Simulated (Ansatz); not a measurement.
**I: energies, forces and stress near the listed structure**

A set of self-consistent runs on I under further strains and shifts, swapped elements, distortions that keep the symmetry, other functionals, to map its energy surface near the listed cell.

Method: DFT PBEsol, scalar-relativistic, plane waves, PAW, unless a step's input says otherwise, in Ansatz 0.2.0.

## 1. The structure to begin with

It takes space group C2/m (No. 12, monoclinic). The conventional cell has a = 5.077 Å, b = 7.413 Å, c = 2.880 Å, α = 90.00°, β = 124.24°, γ = 90.00°. Around I (site symmetry 2/m) lie 2 I at 2.88 Å.

As a file:

```cif
data_structure
_symmetry_space_group_name_H-M 'P 1'
_symmetry_Int_Tables_number 1
_cell_length_a 4.4925
_cell_length_b 4.4925
_cell_length_c 2.8804
_cell_angle_alpha 108.539
_cell_angle_beta 108.539
_cell_angle_gamma 111.192
_cell_volume 44.81
loop_
_atom_site_label
_atom_site_type_symbol
_atom_site_fract_x
_atom_site_fract_y
_atom_site_fract_z
_atom_site_occupancy
I1 I 0.50000 0.50000 0.50000 1
```

The structure comes from the Materials Project (structure only).

## 2. Substitution of an element, cell strained: I → Cl, first probe

What differs from the listed cell: Cl takes all sites of I, and lengths are scaled by 0.840 as a first guess of the size; strain xx, yy, zz, yz, xz, xy = +3.5, +3.5, +3.5, +0.0, +0.0, +0.0 %.

input.yaml reads:

```yaml
crystal:
  lattice:
    - [2.2073172591, -3.2232388053, 0.0]
    - [2.2073172591, 3.2232388053, 0.0]
    - [-1.4094942873, 0.0, 2.0705755099]
  atoms:
    - { symbol: Cl, position: [0.5, 0.5, 0.5] }
basis:
  ecutwfc: 420
kpoints:
  mp_grid: { grid: [6, 6, 8] }
hamiltonian:
  xc: pbesol
scf:
  occupations: { method: gaussian, width: 0.1 }
output:
  forces: true
  stress: true
  eigenvalues: true
```

The run is started by

```
> ansatz run input.yaml --threads 1 --pin off --max-ram 1331MiB --backend cpu --events-out ev --progress --plain --runs-dir out
```

## 3. Substitution of an element, cell strained: I → Cl

input.yaml, as its differences from that of step 2:

```diff
@@ -10,3 +10,3 @@
 kpoints:
-  mp_grid: { grid: [6, 6, 8] }
+  mp_grid: { grid: [14, 14, 20] }
 hamiltonian:
```

## 4. A change within the space group

input.yaml reads:

```yaml
crystal:
  lattice:
    - [2.5977946561, -4.0108647113, 0.0063458664]
    - [2.5977946561, 4.0108647113, 0.0063458664]
    - [-1.6528829812, 0.0, 2.426429578]
  atoms:
    - { symbol: I, position: [0.5, 0.5, 0.5] }
basis:
  ecutwfc: 420
kpoints:
  mp_grid: { grid: [12, 12, 18] }
hamiltonian:
  xc: pbesol
scf:
  occupations: { method: gaussian, width: 0.1 }
output:
  forces: true
  stress: true
  eigenvalues: true
```

## 5. A change within the space group

input.yaml, as its differences from that of step 4:

```diff
@@ -2,5 +2,5 @@
   lattice:
-    - [2.5977946561, -4.0108647113, 0.0063458664]
-    - [2.5977946561, 4.0108647113, 0.0063458664]
-    - [-1.6528829812, 0.0, 2.426429578]
+    - [2.4929609424, -3.5129537836, 0.0014214741]
+    - [2.4929609424, 3.5129537836, 0.0014214741]
+    - [-1.5905601801, 0.0, 2.4395746859]
   atoms:
```

## 6. A change within the space group

input.yaml, as its differences from that of step 5:

```diff
@@ -2,5 +2,5 @@
   lattice:
-    - [2.4929609424, -3.5129537836, 0.0014214741]
-    - [2.4929609424, 3.5129537836, 0.0014214741]
-    - [-1.5905601801, 0.0, 2.4395746859]
+    - [2.5438040243, -3.6764900758, 0.1015338632]
+    - [2.5438040243, 3.6764900758, 0.1015338632]
+    - [-1.529115806, 0.0, 2.2224951721]
   atoms:
```

## 7. A distortion that keeps the symmetry

input.yaml, as its differences from that of step 6:

```diff
@@ -2,5 +2,5 @@
   lattice:
-    - [2.5438040243, -3.6764900758, 0.1015338632]
-    - [2.5438040243, 3.6764900758, 0.1015338632]
-    - [-1.529115806, 0.0, 2.2224951721]
+    - [2.5708881823, -3.7679695792, 0.0104326044]
+    - [2.5708881823, 3.7679695792, 0.0104326044]
+    - [-1.6318681405, 0.0, 2.2665246491]
   atoms:
```

## 8. Functional and cell changed: PBE

input.yaml reads:

```yaml
crystal:
  lattice:
    - [2.4827314056, -3.6254127841, 0.0]
    - [2.4827314056, 3.6254127841, 0.0]
    - [-1.5853614693, 0.0, 2.3289279441]
  atoms:
    - { symbol: I, position: [0.5, 0.5, 0.5] }
basis:
  ecutwfc: 420
kpoints:
  mp_grid: { grid: [12, 12, 18] }
hamiltonian:
  xc: pbe
scf:
  occupations: { method: gaussian, width: 0.1 }
output:
  forces: true
  stress: true
  eigenvalues: true
```

## 9. One element swapped, cell strained: I → F, first probe

input.yaml reads:

```yaml
crystal:
  lattice:
    - [1.6207768401, -2.3966990973, -0.0163988146]
    - [1.6207768401, 2.3966990973, -0.0163988146]
    - [-1.0503386731, 0.0, 1.5335805674]
  atoms:
    - { symbol: F, position: [0.5, 0.5, 0.5] }
basis:
  ecutwfc: 420
kpoints:
  mp_grid: { grid: [12, 12, 12] }
hamiltonian:
  xc: pbesol
scf:
  occupations: { method: gaussian, width: 0.1 }
output:
  forces: true
  stress: true
  eigenvalues: true
```

What does the calculation give? Wanted: for each run, case; energy; pressure; largest force.

As calculated:

```
step                                               case  energy (meV/atom)  pressure (GPa)  largest force (eV/Å)  gap on the mesh (eV)
   3  substitution of an element, cell strained: I → Cl                n/a            -5.4                  0.00                  0.00
   4                    a change within the space group               +0.0            -1.0                  0.00                  0.00
   5                    a change within the space group              -24.8            -0.5                  0.00                  0.00
   6                    a change within the space group             +173.6             6.2                  0.00                  0.00
   7               a distortion that keeps the symmetry              +28.8             2.5                  0.00                  0.00
   8                   functional and cell changed: PBE                n/a             3.7                  0.00                  0.00
```

Energies are counted from step 4, with the smearing taken to zero. Other atoms or functionals have another zero of energy (n/a). A gap of 0.00 means none on the mesh at this level.

**Reading.** The distorted cells of the listed formula and level show no gap on the mesh. Spin-orbit coupling is left out for I. Spin polarisation is off in the runs that give these values; a magnetic solution could lie lower.
